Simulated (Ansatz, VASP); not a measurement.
**LiH: VASP beside Ansatz**

File POSCAR:

```
LiH
1.0
    2.0223501090      2.0223501090      0.0000000000
   -2.0223501090      2.0223501090      0.0000000000
    0.0000000000      2.0223501090      1.9966765966
Li H
1 1
Direct
    0.0000000000      0.0000000000      0.0000000000
    0.5000000000      0.5000000000      0.0000000000
```

File INCAR.step1:

```
SYSTEM = LiH
PREC = Accurate ; ENCUT = 520
ISMEAR = 0 ; SIGMA = 0.01
LREAL = .FALSE. ; LASPH = .TRUE.
NELM = 60 ; NBANDS = 9
GGA = PE ; ALGO = Normal
EDIFF = 1E-4 ; LWAVE = .TRUE.
LCHARG = .FALSE.
```

INCAR.step2

```
SYSTEM = LiH
PREC = Accurate ; ENCUT = 520
EDIFF = 1E-6 ; ISMEAR = 0
SIGMA = 0.01 ; LREAL = .FALSE.
LASPH = .TRUE. ; NELM = 60
ALGO = Normal ; ISIF = 2
LWAVE = .FALSE. ; LCHARG = .FALSE.
METAGGA = R2SCAN ; LMIXTAU = .TRUE.
NBANDS = 9 ; ISTART = 1
```

The input KPOINTS:

```
regular mesh
0
G
  10 10 10
  0 0 0
```

Input for Ansatz:

```yaml
crystal:
  lattice:
    - [2.02235010903, 2.02235010903, 0.0]
    - [-2.02235010903, 2.02235010903, 0.0]
    - [0.0, 2.02235010903, 1.99667659665]
  atoms:
    - { symbol: Li, position: [0.0, 0.0, 0.0] }
    - { symbol: H, position: [0.5, 0.5, 0.0] }
kpoints:
  mp_grid: { grid: [10, 10, 10] }
scf:
  occupations: { method: fixed }
  convergence: { dr2_threshold: 1.0e-10 }
hamiltonian:
  xc: r2scan
  pseudopotentials: { kind: paw }
output:
  forces: true
  stress: true
  eigenstates:
    kpoints:
      - [0.0, 0.0, 0.0]
      - [-0.5, 0.5, 0.0]
      - [-0.5, -0.5, -0.5]
      - [0.0, 0.0, -0.5]
      - [0.0, -0.5, -0.5]
      - [0.0, 0.5, 0.0]
      - [-0.5, 0.0, 0.0]
      - [-0.5, 0.0, -0.5]
  eigenvalues: true
```

Change from the starting cell: film at in-plane strain +0.01.

Alike in both runs: task single point; functional r2SCAN; k mesh 10 × 10 × 10; no spin polarisation.

|  | VASP | Ansatz |
| --- | --- | --- |
| version | VASP 6.6.1 | Ansatz 0.2.0 |
| potentials or method | VASP PAW PBE potentials, release 64 (Li_sv, H) | PAW with Ansatz's default frozen-core files, scalar-relativistic |
| plane-wave cutoff (eV) | 520 | 500 |
| occupations | gaussian, width 0.01 eV | fixed |
| valence electrons in the cell | 4 | 4 |

Ansatz gave:

```
gap on the k mesh at the Fermi level (eV) : 3.52
```

Task: Estimate VASP's values.

Result: gap on the k mesh at the Fermi level (eV): 3.47.

 A k mesh can miss the band edges.
